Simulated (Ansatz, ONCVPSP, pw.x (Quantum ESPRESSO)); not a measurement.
## From atom to crystal: ONCV potential for Sb

ONCVPSP 4.0.1.1 (patched build) input, shortened (lines: element, Z, core and valence counts, functional; n l f; lmax; l rc ep ncon nbas qcut; lloc lpopt rc5 dvloc0; l nproj debl; icmod fcfact rcfact), PBE, scalar-relativistic:

```
  Sb 51.00    6    5        4      upf
    1    0    2.00
    2    0    2.00
    2    1    6.00
    3    0    2.00
    3    1    6.00
    3    2   10.00
    4    0    2.00
    4    1    6.00
    4    2   10.00
    5    0    2.00
    5    1    3.00
    2
    0    1.30    0.00    4    9   11.20
    1    1.50    0.00    3    7    9.00
    2    1.05    0.00    4    7   10.90
    2    5    1.05    0.00
    0    2    4.00
    1    2    0.70
    2    0    1.40
    3    2.00    1.10
```

Crystal test: diamond Sb in pw.x 7.5, no spin, 8³ k-points, Fermi–Dirac smearing 0.01 Ry, cutoffs 135/540 Ry. The reference is all-electron LAPW (Ansatz 0.2.0) with the same functional, mesh and smearing; V0 and B0 come from Birch–Murnaghan fits to the pressures at five volumes. Errors are pseudo minus all-electron; Δ is the rms difference of the E(V) curves that follow from these fits, minima aligned, over ±6 % about the mean V0. Mesh and smearing are coarse, so the numbers serve the comparison and aren't converged zero-temperature values; the lattice is a test structure that the element need not adopt.

```csv
V (Å³/atom),P all-electron (GPa),P pseudo (GPa)
40.654,1.77,1.86
41.724,0.82,0.91
42.794,-0.01,0.08
43.864,-0.74,-0.66
44.934,-1.39,-1.30
```

All-electron: a0 = 6.995 Å (V0 = 42.78 Å³/atom), B0 = 31.2 GPa.

Pseudopotential: mean pressure error (GPa): +0.09; a0 (Å): 7.001; a0 error (%): +0.09; B0 error (%): -0.7; Δ (meV/atom): 0.8.

At the middle volume, how do free energy and pressure move when the wave cutoff is lowered (ecutrho kept at four times it)?

```
cutoff (Ry)  shift of F (meV/atom)  shift of P (GPa)
         61               +12590.4           -176.41
         81                +1727.3            -37.58
        108                  +56.4             -2.37
```

The run at the middle volume (29 k-points, 8 iterations) took about 3.3 min on one core of a shared host (Neoverse-V2, 96 threads, 742 GiB, load 42).
